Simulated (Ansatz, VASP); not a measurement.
**ScAl3 in VASP and in Ansatz**

```
Sc Al
1.0
     4.13898    0.00000    0.00000
     0.00000    4.13898    0.00000
     0.00000    0.00000    4.13898
Sc Al
1 3
Direct
  0.00000 0.00000 0.00000
  0.50000 0.00000 0.50000
  0.00000 0.50000 0.50000
  0.50000 0.50000 0.00000
```

Alike in both runs: functional RPBE; k mesh 6 × 6 × 6; occupations fermi-dirac, width 0.1 eV; no spin polarisation.

Ansatz relaxed the structure, and its values are those at the end. VASP's run is a single point on that final structure, the one shown.

|  | VASP | Ansatz |
| --- | --- | --- |
| version | VASP 6.6.1 | Ansatz 0.2.0 |
| potentials or method | VASP PAW PBE potentials, release 64 (Sc_sv, Al) | plane waves, PAW |
| plane-wave cutoff (eV) | 520 | 558 |
| valence electrons in the cell | 20 | 20 |

|  | VASP | Ansatz | Ansatz less VASP |
| --- | --- | --- | --- |
| pressure (GPa) | -0.1 | 0.0 | +0.07 |

The functional is the same, so the differences come from potentials, cutoffs and numerics.

Caveats: the PAW data sets were made with another functional, which shifts forces and pressure a little (VASP).
